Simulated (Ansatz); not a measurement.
C: the gap against volume

C, R-3m, a = 2.521 Å, c = 43.473 Å. Ansatz: PBE, PAW, 420 eV, Γ-centred 12×12×12 mesh on 14 atoms, Gaussian smearing 0.02 eV; no spin polarisation. Shape and atoms are relaxed at each volume; x = ln(V/V0) with V0 = 5.698 Å³/atom. The gap is read at the mesh points alone.

| x | gap y (eV) |
| --- | --- |
| -0.1278 | 4.739 |
| -0.0943 | 4.653 |
| -0.0619 | 4.567 |
| -0.0305 | 4.489 |
| 0.0000 | 4.413 |
| 0.0296 | 4.342 |
| 0.0583 | 4.272 |
| 0.0953 | ? |

Task: Fit a straight line to the other rows, give the volume deformation potential of the gap and its pressure coefficient, and predict the missing gap. B0 = 432.8 GPa.

Result: Means x = -0.03237, y = 4.4964; Σ(Δx)² = 0.02693, ΣΔxΔy = -0.06756; the slope is their ratio. y = 4.4152 − 2.5091 x. The slope is the deformation potential a = dE_g/d ln V = -2.51 eV, and dE_g/dP = −a/B0 = 5.80 meV/GPa. At x = 0.0953 the fit asked for gives 4.176 eV. The run gave 4.180 eV, so the fit is 0.004 eV too low, within twice the rms miss on the fitted rows (0.003 eV).

Semilocal functionals give gaps under the measured ones; changes of the gap mostly carry over better.

Cost: 8 runs of about 43 core-minutes in all, on Intel Xeon Processor @ 2.50GHz (Skylake/Cascade Lake) (shared hosts).